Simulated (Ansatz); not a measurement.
The following input was run with Ansatz 0.2.0.

```yaml
crystal:
  lattice:
    - [0.0, 2.24275545, 2.24275545]
    - [2.24275545, 0.0, 2.24275545]
    - [2.24275545, 2.24275545, 0.0]
  atoms:
    - { symbol: Li, position: [0.25, 0.25, 0.25] }
    - { symbol: Li, position: [0.75, 0.75, 0.75] }
    - { symbol: O, position: [0.0, 0.0, 0.0] }
basis:
  ecutwfc: 420
kpoints:
  mp_grid: { grid: [8, 8, 8] }
hamiltonian:
  xc: lda
scf:
  occupations: { method: gaussian, width: 0.02 }
output:
  forces: true
  stress: true
  eigenvalues: true
```

It can be run as
```bash
ansatz run input.yaml --threads 1 --pin off --backend cpu --events-out ev --progress --plain --runs-dir out  # memory cap (--max-ram) not shown
```

Computed with Ansatz, DFT LDA, scalar-relativistic, plane waves, PAW.

Abridged output (final results; tables in files aren't shown):

```
SCF 1 converged in 6 iterations: F = -961.920721 eV  dr2 = 9.32e-11
SCF converged after 6 iterations
Free energy (F): -961.920721 eV
Harris-Foulkes:  -961.920721 eV  (|F-HF|=4.91e-11)
Internal energy: -961.920721 eV  (E = F + TS)
E sigma→0 (E₀):  -961.920721 eV
Fermi energy:    5.670208 eV
--- Per-component energies (eV) ---
  E_band       = -165.746133
  E_kinetic    = 223.307749
  E_local      = -545.674600  (includes V_loc(G=0)·N_el)
  E_nonlocal   = -15.449810
  E_hartree    = 178.272696
  E_xc         = -96.341490
  E_vxc        = -124.345342  (∫ρ·V_xc dr)
  E_paw        = -184.568775  (= ΣΔE_a)
  E_vpaw       = -60.132234  (= ΣTr[D̂ρ^β])
  E_aug_tail   = 0.002539  (compensation charges beyond the density's cutoff)
  E_ewald      = -521.565952
  E_core_change = 0.096921  (= ΣΔE_core)
  E_smearing   =  0.000000  (= −TS)
--- Forces (eV/Å), atoms counted from 1 ---
  atom   1  Li     0.00000000     0.00000000     0.00000000
  atom   2  Li     0.00000000     0.00000000     0.00000000
  atom   3  O      0.00000000     0.00000000     0.00000000
--- Stress (GPa, compression-positive) ---
        0.519561       0.000000       0.000000
        0.000000       0.519561       0.000000
        0.000000       0.000000       0.519561
  P = ⅓ Tr σ = 0.5196 GPa (5.196 kbar)
--- Band table (eV; the first three rows and the last of 29) ---
  k-point 0: bands = ["-38.5265", "-38.0405", "-12.0584", "3.1860", "3.1860", "3.1860", "9.1087", "15.2818", "15.2818", "15.2818"]
  k-point 1: bands = ["-38.5047", "-38.0560", "-12.0305", "2.6377", "3.1030", "3.1030", "9.4987", "15.3850", "15.5228", "15.5228"]
  k-point 2: bands = ["-38.4440", "-38.1012", "-11.9585", "1.5036", "2.9145", "2.9145", "10.4586", "15.3516", "15.8179", "15.8179"]
  k-point 28: bands = ["-38.2531", "-38.2531", "-11.7952", "1.0853", "1.5745", "1.5745", "10.5436", "14.0421", "18.1124", "18.1124"]
```

The calculation finished and met its thresholds.